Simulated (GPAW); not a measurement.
Input of a GPAW 26.7.0 run:

Contents of run.py:

```python
import spglib
from ase import Atoms
from ase.eos import EquationOfState
from ase.io import Trajectory, read
from ase.units import GPa
from gpaw import GPAW, PW

atoms = read('TaN.cif')
cell, positions, numbers = spglib.find_primitive(
    (atoms.cell[:], atoms.get_scaled_positions(), atoms.numbers), symprec=1e-4)
atoms = Atoms(numbers, cell=cell, scaled_positions=positions, pbc=True)

traj = Trajectory('eos.traj', 'w')
volumes, energies = [], []
for x in [0.94, 0.96, 0.98, 1.0, 1.02, 1.04, 1.06]:
    a = atoms.copy()
    a.set_cell(atoms.cell * x**(1 / 3), scale_atoms=True)
    calc = GPAW(mode=PW(800),
                xc='LDA',
                kpts={'size': (8, 8, 8), 'gamma': True},
                occupations={'name': 'fermi-dirac', 'width': 0.05},
                nbands=19,
                convergence={'density': 1e-05, 'energy': 1e-05},
                maxiter=150,
                txt=f'eos-{x:.2f}.txt')
    a.calc = calc
    energies.append(a.get_potential_energy(force_consistent=True))
    volumes.append(a.get_volume())
    p = -a.get_stress()[:3].mean() / GPa
    calc.write(f'eos-{x:.2f}.gpw')
    traj.write(a)
    print(f'{x:.2f} {volumes[-1]:10.4f} A^3 {energies[-1]:14.6f} eV {p:9.3f} GPa', flush=True)

v0, e0, B = EquationOfState(volumes, energies, eos='birchmurnaghan').fit()
print(f'V0 = {v0:.4f} A^3, E0 = {e0:.6f} eV, B0 = {B / GPa:.2f} GPa')
```

File TaN.cif:

```cif
data_TaN
_cell_length_a 4.42264600
_cell_length_b 4.42264600
_cell_length_c 4.42264600
_cell_angle_alpha 90.00000000
_cell_angle_beta 90.00000000
_cell_angle_gamma 90.00000000
_space_group_name_H-M_alt 'Fm-3m'
_space_group_name_Hall '-F 4 2 3'
_space_group_IT_number 225
loop_
_space_group_symop_operation_xyz
'x,y,z'
'-x,-y,-z'
'-y,x,z'
'y,-x,-z'
'-x,-y,z'
'x,y,-z'
'y,-x,z'
'-y,x,-z'
'x,-y,-z'
'-x,y,z'
'-y,-x,-z'
'y,x,z'
'-x,y,-z'
'x,-y,z'
'y,x,-z'
'-y,-x,z'
'z,x,y'
'-z,-x,-y'
'z,-y,x'
'-z,y,-x'
'z,-x,-y'
'-z,x,y'
'z,y,-x'
'-z,-y,x'
'-z,x,-y'
'z,-x,y'
'-z,-y,-x'
'z,y,x'
'-z,-x,y'
'z,x,-y'
'-z,y,x'
'z,-y,-x'
'y,z,x'
'-y,-z,-x'
'x,z,-y'
'-x,-z,y'
'-y,z,-x'
'y,-z,x'
'-x,z,y'
'x,-z,-y'
'-y,-z,x'
'y,z,-x'
'-x,-z,-y'
'x,z,y'
'y,-z,-x'
'-y,z,x'
'x,-z,y'
'-x,z,-y'
'x,y+1/2,z+1/2'
'-x,-y+1/2,-z+1/2'
'-y,x+1/2,z+1/2'
'y,-x+1/2,-z+1/2'
'-x,-y+1/2,z+1/2'
'x,y+1/2,-z+1/2'
'y,-x+1/2,z+1/2'
'-y,x+1/2,-z+1/2'
'x,-y+1/2,-z+1/2'
'-x,y+1/2,z+1/2'
'-y,-x+1/2,-z+1/2'
'y,x+1/2,z+1/2'
'-x,y+1/2,-z+1/2'
[... 41 lines left out ...]
'y+1/2,-x,z+1/2'
'-y+1/2,x,-z+1/2'
'x+1/2,-y,-z+1/2'
'-x+1/2,y,z+1/2'
'-y+1/2,-x,-z+1/2'
'y+1/2,x,z+1/2'
'-x+1/2,y,-z+1/2'
'x+1/2,-y,z+1/2'
'y+1/2,x,-z+1/2'
'-y+1/2,-x,z+1/2'
'z+1/2,x,y+1/2'
'-z+1/2,-x,-y+1/2'
'z+1/2,-y,x+1/2'
'-z+1/2,y,-x+1/2'
'z+1/2,-x,-y+1/2'
'-z+1/2,x,y+1/2'
'z+1/2,y,-x+1/2'
'-z+1/2,-y,x+1/2'
'-z+1/2,x,-y+1/2'
'z+1/2,-x,y+1/2'
'-z+1/2,-y,-x+1/2'
'z+1/2,y,x+1/2'
'-z+1/2,-x,y+1/2'
'z+1/2,x,-y+1/2'
'-z+1/2,y,x+1/2'
'z+1/2,-y,-x+1/2'
'y+1/2,z,x+1/2'
'-y+1/2,-z,-x+1/2'
'x+1/2,z,-y+1/2'
'-x+1/2,-z,y+1/2'
'-y+1/2,z,-x+1/2'
'y+1/2,-z,x+1/2'
'-x+1/2,z,y+1/2'
'x+1/2,-z,-y+1/2'
'-y+1/2,-z,x+1/2'
'y+1/2,z,-x+1/2'
'-x+1/2,-z,-y+1/2'
'x+1/2,z,y+1/2'
'y+1/2,-z,-x+1/2'
'-y+1/2,z,x+1/2'
'x+1/2,-z,y+1/2'
'-x+1/2,z,-y+1/2'
'x+1/2,y+1/2,z'
'-x+1/2,-y+1/2,-z'
'-y+1/2,x+1/2,z'
'y+1/2,-x+1/2,-z'
'-x+1/2,-y+1/2,z'
'x+1/2,y+1/2,-z'
'y+1/2,-x+1/2,z'
'-y+1/2,x+1/2,-z'
'x+1/2,-y+1/2,-z'
'-x+1/2,y+1/2,z'
'-y+1/2,-x+1/2,-z'
'y+1/2,x+1/2,z'
'-x+1/2,y+1/2,-z'
'x+1/2,-y+1/2,z'
'y+1/2,x+1/2,-z'
'-y+1/2,-x+1/2,z'
'z+1/2,x+1/2,y'
'-z+1/2,-x+1/2,-y'
'z+1/2,-y+1/2,x'
'-z+1/2,y+1/2,-x'
'z+1/2,-x+1/2,-y'
'-z+1/2,x+1/2,y'
'z+1/2,y+1/2,-x'
'-z+1/2,-y+1/2,x'
'-z+1/2,x+1/2,-y'
'z+1/2,-x+1/2,y'
'-z+1/2,-y+1/2,-x'
'z+1/2,y+1/2,x'
'-z+1/2,-x+1/2,y'
'z+1/2,x+1/2,-y'
'-z+1/2,y+1/2,x'
'z+1/2,-y+1/2,-x'
'y+1/2,z+1/2,x'
'-y+1/2,-z+1/2,-x'
'x+1/2,z+1/2,-y'
'-x+1/2,-z+1/2,y'
'-y+1/2,z+1/2,-x'
'y+1/2,-z+1/2,x'
'-x+1/2,z+1/2,y'
'x+1/2,-z+1/2,-y'
'-y+1/2,-z+1/2,x'
'y+1/2,z+1/2,-x'
'-x+1/2,-z+1/2,-y'
'x+1/2,z+1/2,y'
'y+1/2,-z+1/2,-x'
'-y+1/2,z+1/2,x'
'x+1/2,-z+1/2,y'
'-x+1/2,z+1/2,-y'
loop_
_atom_site_label
_atom_site_type_symbol
_atom_site_symmetry_multiplicity
_atom_site_Wyckoff_symbol
_atom_site_fract_x
_atom_site_fract_y
_atom_site_fract_z
_atom_site_occupancy
Ta1 Ta 4 b 0.5000000000 0.0000000000 0.0000000000 1
N1 N 4 a 0.0000000000 0.0000000000 0.0000000000 1
```

Potentials or basis: the program's PAW data sets (release 1.2.1) made for this functional, pw.

The run is started by

```sh
$ OMP_NUM_THREADS=1 python run.py
```

Predict the pressure derivative of the bulk modulus.

4.3.

What does it give for the bulk modulus?

373 GPa.

Estimate the equilibrium volume.

10.24 Å³/atom.

Energy against volume, from the lowest point:
| volume (Å³/atom) | energy (meV/atom) |
| --- | --- |
| 10.164 | 0.00 |
| 10.381 | 1.35 |
| 10.597 | 12.69 |
| 10.813 | 32.85 |
| 11.030 | 60.84 |
| 11.246 | 96.07 |
| 11.462 | 137.52 |

The run has no spin-orbit coupling, so splittings on Ta are missing.
